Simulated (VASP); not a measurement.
# What goes wrong when the modes of BaTiO3 are computed with a bad input

Aim: see how common mistakes in a phonon run show up, on BaTiO3. The starting structure is a measured crystal structure from the Crystallography Open Database.

Main program and level: VASP 6.6.1; Kohn-Sham DFT with plane waves and PAW; LDA+U (Ti d 4 eV).

## 1. The starting structure

It takes space group P4mm (No. 99, tetragonal). The conventional cell has a = 3.990 Å, b = 3.990 Å, c = 4.023 Å, α = 90.00°, β = 90.00°, γ = 90.00°. Nearest to Ba lie 12 O at 2.80 to 2.87 Å. Nearest to Ti lie 6 O at 1.84 to 2.18 Å. Nearest to O lie 2 Ti at 2.00 Å and 4 Ba at 2.80 to 2.87 Å. O has 2 Ti at 1.84 to 2.18 Å and 4 Ba at 2.82 Å nearest. Farther neighbours and most contacts between anions are not listed.

Structure file:

```cif
data_structure
_symmetry_space_group_name_H-M 'P 1'
_symmetry_Int_Tables_number 1
_cell_length_a 3.9905
_cell_length_b 3.9905
_cell_length_c 4.0230
_cell_angle_alpha 90.000
_cell_angle_beta 90.000
_cell_angle_gamma 90.000
_cell_volume 64.06
loop_
_atom_site_label
_atom_site_type_symbol
_atom_site_fract_x
_atom_site_fract_y
_atom_site_fract_z
_atom_site_occupancy
Ba1 Ba 0.00000 0.00000 0.00000 1
Ti2 Ti 0.50000 0.50000 0.52200 1
O3 O 0.00000 0.50000 0.48800 1
O4 O 0.50000 0.00000 0.48800 1
O5 O 0.50000 0.50000 0.97900 1
```

## 2. Reference modes

The cell comes from a relaxation at this level, not shown (62.85 Å³).

File INCAR:

```
SYSTEM = BaTiO3
PREC = Accurate
ENCUT = 520
EDIFF = 1E-08
NELM = 100
ISMEAR = 0
SIGMA = 0.03
LREAL = .FALSE.
ALGO = Normal
GGA = CA
NBANDS = 29
ISPIN = 2
MAGMOM = 0 1 0 0 0
LDAU = .TRUE.
LDAUTYPE = 2
LDAUL = -1 2 -1
LDAUU = 0 4 0
LDAUJ = 0 0 0
LDAUPRINT = 1
LASPH = .TRUE.
LMAXMIX = 4
LORBIT = 11
LWAVE = .FALSE.
LCHARG = .FALSE.
KPAR = 8
IBRION = 6
NFREE = 2
POTIM = 0.015
NSW = 1
ISIF = 2
```

File POSCAR:

```
BaTiO3
1.0
    3.9759020054      0.0000000000      0.0000000000
    0.0000000000      3.9759020054      0.0000000000
    0.0000000000      0.0000000000      3.9758629901
Ba Ti O
1 1 3
Direct
    0.0000000000      0.0000000000      0.9954144742
    0.5000000000      0.5000000000      0.4953851947
    0.0000000000      0.5000000000      0.4953958683
    0.5000000000      0.0000000000      0.4953958683
    0.5000000000      0.5000000000      0.9954085943
```

File KPOINTS:

```
Automatic mesh
0
Gamma
6 6 6
0 0 0
```

Potentials, in the order of the species: Ba_sv, Ti_sv and O (LDA family, release 64).

Command:

```
mpirun -np 8 vasp_std
```

The log of the run:

```text
[banner, memory and clock lines left out]
running    8 mpi-ranks, on    1 nodes
 distrk:  each k-point on    1 cores,    8 groups
 distr:  one band on    1 cores,    1 groups

 POSCAR found type information on POSCAR BaTiO
 POSCAR found :  3 types and       5 ions
|                                                                             |
|           W    W    AA    RRRRR   N    N  II  N    N   GGGG   !!!           |
|           W    W   A  A   R    R  NN   N  II  NN   N  G    G  !!!           |
|           W    W  A    A  R    R  N N  N  II  N N  N  G       !!!           |
|           W WW W  AAAAAA  RRRRR   N  N N  II  N  N N  G  GGG   !            |
|           WW  WW  A    A  R   R   N   NN  II  N   NN  G    G                |
|           W    W  A    A  R    R  N    N  II  N    N   GGGG   !!!           |
|                                                                             |
|     For optimal performance we recommend to set                             |
|       NCORE = 2 up to number-of-cores-per-socket                            |
|     NCORE specifies how many cores store one orbital (NPAR=cpu/NCORE).      |
|     This setting can greatly improve the performance of VASP for DFT.       |
|     The default, NCORE=1 might be grossly inefficient on modern             |
|     multi-core architectures or massively parallel machines. Do your        |
|     Unfortunately you need to use the default for GW and RPA                |
|     calculations (for HF NCORE is supported but not extensively tested      |
|     yet).                                                                   |
|                                                                             |

 LDA part: xc-table for (Slater(with rela. corr.)+CA(PZ))
 , standard interpolation
 POSCAR, INCAR and KPOINTS ok, starting setup
 FFT: planning ... GRIDC
 FFT: planning ... GRID_SOFT
 FFT: planning ... GRID
 WAVECAR not read
 entering main loop
       N       E                     dE             d eps       ncg     rms          rms(c)
DAV:   1     0.425893561418E+03    0.42589E+03   -0.20332E+04  4640   0.148E+03
DAV:   2    -0.959129457742E+01   -0.43548E+03   -0.41475E+03  5294   0.420E+02
DAV:   3    -0.509871960169E+02   -0.41396E+02   -0.40996E+02  6659   0.127E+02
DAV:   4    -0.528324772447E+02   -0.18453E+01   -0.18409E+01  6778   0.229E+01
DAV:   5    -0.528835936907E+02   -0.51116E-01   -0.51110E-01  6277   0.304E+00    0.239E+01
DAV:   6    -0.415360286197E+02    0.11348E+02   -0.50350E+01  6247   0.651E+01    0.943E+00
DAV:   7    -0.414939684607E+02    0.42060E-01   -0.59675E+00  5640   0.153E+01    0.569E+00
DAV:   8    -0.414667547266E+02    0.27214E-01   -0.13266E+00  5668   0.984E+00    0.250E+00
DAV:   9    -0.414081783393E+02    0.58576E-01   -0.23794E-01  5383   0.488E+00    0.101E+00
DAV:  10    -0.414146962147E+02   -0.65179E-02   -0.62661E-02  5617   0.159E+00    0.782E-01
DAV:  11    -0.414070388463E+02    0.76574E-02   -0.23265E-02  5484   0.145E+00    0.996E-02
DAV:  12    -0.414070573276E+02   -0.18481E-04   -0.14245E-03  5450   0.233E-01    0.518E-02
DAV:  13    -0.414070384795E+02    0.18848E-04   -0.99981E-05  5939   0.818E-02    0.299E-02
DAV:  14    -0.414070487839E+02   -0.10304E-04   -0.24054E-05  6376   0.348E-02    0.141E-02
DAV:  15    -0.414070482615E+02    0.52246E-06   -0.91830E-06  5812   0.260E-02    0.325E-03
DAV:  16    -0.414070481191E+02    0.14237E-06   -0.62772E-07  5625   0.719E-03    0.189E-03
DAV:  17    -0.414070480999E+02    0.19136E-07   -0.85780E-08  6040   0.196E-03    0.501E-04
DAV:  18    -0.414070480981E+02    0.18877E-08   -0.49202E-09  3105   0.555E-04
   1 F= -.41407048E+02 E0= -.41407048E+02  d E =-.247194E-42  mag=     0.0000
[... from here on, the cycles between the ionic steps are left out ...]
   2 F= -.41406279E+02 E0= -.41406279E+02  d E =-.175762E-42  mag=     0.0000
   3 F= -.41406279E+02 E0= -.41406279E+02  d E =-.176421E-42  mag=     0.0000
   4 F= -.41406269E+02 E0= -.41406269E+02  d E =-.161388E-42  mag=     0.0000
   5 F= -.41406288E+02 E0= -.41406288E+02  d E =-.163337E-42  mag=    -0.0000
   6 F= -.41406397E+02 E0= -.41406397E+02  d E =-.218999E-42  mag=    -0.0000
   7 F= -.41406397E+02 E0= -.41406397E+02  d E =-.220683E-42  mag=     0.0000
   8 F= -.41406401E+02 E0= -.41406401E+02  d E =-.232320E-42  mag=     0.0000
   9 F= -.41406388E+02 E0= -.41406388E+02  d E =-.233161E-42  mag=    -0.0000
  10 F= -.41405892E+02 E0= -.41405892E+02  d E =-.241954E-42  mag=     0.0000
  11 F= -.41405892E+02 E0= -.41405892E+02  d E =-.239467E-42  mag=     0.0000
  12 F= -.41406434E+02 E0= -.41406434E+02  d E =-.214956E-42  mag=    -0.0000
  13 F= -.41406434E+02 E0= -.41406434E+02  d E =-.213057E-42  mag=     0.0000
  14 F= -.41406433E+02 E0= -.41406433E+02  d E =-.221031E-42  mag=    -0.0000
  15 F= -.41406430E+02 E0= -.41406430E+02  d E =-.218300E-42  mag=     0.0000
  16 F= -.41406434E+02 E0= -.41406434E+02  d E =-.229639E-42  mag=    -0.0000
  17 F= -.41406434E+02 E0= -.41406434E+02  d E =-.229286E-42  mag=    -0.0000
  18 F= -.41405880E+02 E0= -.41405880E+02  d E =-.259263E-42  mag=    -0.0000
 Finite differences progress:
  Degree of freedom:   9/  9
  Displacement:        1/  2
  Total:              17/ 18
 bond charge predicted
       N       E                     dE             d eps       ncg     rms          rms(c)
DAV:   1    -0.414031239679E+02    0.27565E-02   -0.50599E+00  4768   0.104E+01    0.256E-01
DAV:   2    -0.414067461245E+02   -0.36222E-02   -0.58637E-02  5528   0.124E+00    0.156E-01
DAV:   3    -0.414059309794E+02    0.81515E-03   -0.34502E-03  5698   0.351E-01    0.631E-02
DAV:   4    -0.414059049772E+02    0.26002E-04   -0.61287E-04  5102   0.173E-01    0.312E-02
DAV:   5    -0.414059013920E+02    0.35851E-05   -0.43417E-05  5509   0.573E-02    0.190E-02
DAV:   6    -0.414058992332E+02    0.21589E-05   -0.49596E-06  7059   0.210E-02    0.905E-03
DAV:   7    -0.414058986207E+02    0.61241E-06   -0.17728E-06  5842   0.117E-02    0.155E-03
DAV:   8    -0.414058986325E+02   -0.11772E-07   -0.48890E-07  5374   0.501E-03    0.831E-04
DAV:   9    -0.414058986279E+02    0.46198E-08   -0.35933E-08  5166   0.154E-03
  19 F= -.41405899E+02 E0= -.41405899E+02  d E =-.256957E-42  mag=    -0.0000
 Finite differences progress:
  Degree of freedom:   9/  9
  Displacement:        2/  2
  Total:              18/ 18
```

Run time: 6.4 min. Hardware: 8 MPI ranks of AMD EPYC 7R43, shared host; peak memory 3.9 GiB; 51 min of CPU time.

Lines that name or quote the potential files are left out of all logs, and their timing lines are given in words.

(Part 1 of 4 ends here.)

[Lines on the potential files, build, host, timing and source positions are cut from VASP's logs without a mark.]

[Logs are printed without paths, hosts, clocks, repeated set-up lines and the standing remarks that a program may print on its own settings, such as how far it seeks lower states.]

[Hosts, paths, dates, database ids (printed as entryN), source tags and the programs' standing remarks are cut or masked in the printed files.]
